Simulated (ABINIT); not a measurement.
The system is NaCl.

```
Cl Na
1.0
     0.00000    2.79406    2.79406
     2.79406    0.00000    2.79406
     2.79406    2.79406    0.00000
Cl Na
1 1
Direct
  0.50000 0.50000 0.50000
  0.00000 0.00000 0.00000
```

The cell is a database's computed one.

Program: ABINIT 10.8.3 (patched build). Alike in all runs: task single point; potentials or basis SPMS NC PBE v1.0; no spin polarisation; cell as given; k mesh 6 × 6 × 6; cutoff (eV) 599; smearing fixed.

**Question.** Order these runs on this cell by their band gap on the k mesh, lowest first.
A. level HSE06; most SCF steps 60
B. level PBEsol
C. level PBE

**Answer.** B (5.04 eV), C (5.21 eV), A (6.51 eV).

Caveats: Libxc's HSE differs a little from that of other programs (some runs).
